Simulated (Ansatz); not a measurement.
Runs of Ansatz 0.2.0 on KMgF3. All rows change the cell; the cell of one of them follows. Symmetry: Pm-3m, No. 221, cubic system. Conventional cell: a = 3.986 Å, b = 3.986 Å, c = 3.986 Å, α = 90.00°, β = 90.00°, γ = 90.00°. K (site symmetry m-3m) has 12 F at 2.82 Å as nearest neighbours. Mg (site symmetry m-3m) is surrounded by 6 F at 1.99 Å. F (site symmetry 4/mmm) is surrounded by 2 Mg at 1.99 Å. 

```csv
task,level,cell,smearing,points for each segment of the path,gap on the mesh (eV),pressure (GPa)
single point,revPBE,"another cell of the same crystal, with 5 atoms",gaussian 0.05 eV,-,7.61,7.2
density of states,LDA,volume scaled by 1.04,gaussian 0.1 eV,-,(a),-6.8
band structure,PBE,"another cell of the same crystal, with 5 atoms",gaussian 0.01 eV,14,7.37,3.8
single point,PBEsol,"another cell of the same crystal, with 5 atoms",gaussian 0.1 eV,-,(b),0.3
```

Alike in all rows: potentials or basis Ansatz PAW; no spin polarisation; k mesh 7 × 7 × 7; cutoff (eV) 420.

**Question.** Fill in the values left out.

**Answer.** (a) 6.73; (b) 7.18.

Caveats: odd divisions of the mesh miss points on the zone boundary, where band edges often lie, so the gap on the mesh can be too wide (some runs); the PAW data sets come from PBE, with cores solved anew for the run's functional, which leaves a small shift of forces and pressure (some runs).

A k mesh can miss the band edges.
